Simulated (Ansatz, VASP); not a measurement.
## Tl: VASP beside Ansatz

File INCAR:

```
SYSTEM = Tl
PREC = Accurate ; ENCUT = 520
EDIFF = 1E-6 ; ISMEAR = -1
SIGMA = 0.1 ; LREAL = .False.
LASPH = .True. ; NELM = 100
ALGO = Normal ; ISIF = 2
LWAVE = .False. ; LCHARG = .True.
GGA = CA ; LELF = .True.
LVHAR = .True. ; NBANDS = 12
```

Contents of KPOINTS:

```
Automatic mesh
0
Gamma
  12 12 12
  0 0 0
```

Contents of POSCAR:

```
Tl
1.0
    3.1643591308      0.0000000000      0.0000000000
    0.0000000000      3.1643591308      0.0000000000
    0.0000000000      0.0000000000      3.1643591308
Tl
1
Direct
    0.0000000000      0.0000000000      0.0000000000
```

Input for Ansatz:

```yaml
crystal:
  lattice:
    - [3.1643591308, 0.0, 0.0]
    - [0.0, 3.1643591308, 0.0]
    - [0.0, 0.0, 3.1643591308]
  atoms:
    - { symbol: Tl, position: [0.0, 0.0, 0.0] }
hamiltonian:
  xc: lda
  pseudopotentials:
    kind: paw
    azcp:
      Tl: "pseudopotentials/Tl.paw.azcp"
basis:
  ecutwfc: 420
  fft_grid_basis: typed
kpoints:
  mp_grid: { grid: [12, 12, 12], shift: [0, 0, 0] }
magnetization:
  spin_polarized: false
scf:
  occupations: { method: fermi_dirac, width: 0.1 }
  lower_state_search: "off"
output:
  stress: true
  write_density: true
  write_potential: true
  elf: true
  volumetric_format: npy
```

Alike in both runs: task single point; functional LDA; k mesh 12 × 12 × 12; occupations fermi-dirac, width 0.1 eV; no spin polarisation.

|  | VASP | Ansatz |
| --- | --- | --- |
| version | VASP 6.6.1 | Ansatz 0.2.0 |
| potentials or method | VASP PAW LDA potentials, release 64 (Tl_d) | plane waves (420 eV) with PAW, scalar-relativistic |
| plane-wave cutoff (eV) | 520 | 420 |
| valence electrons in the cell | 13 | 13 |

|  | VASP | Ansatz | Ansatz less VASP |
| --- | --- | --- | --- |
| pressure (GPa) | -2.1 | -2.2 | -0.04 |

Ansatz warned: «pseudo_functional_mismatch».

The runs have no spin-orbit coupling, so splittings on Tl are missing.
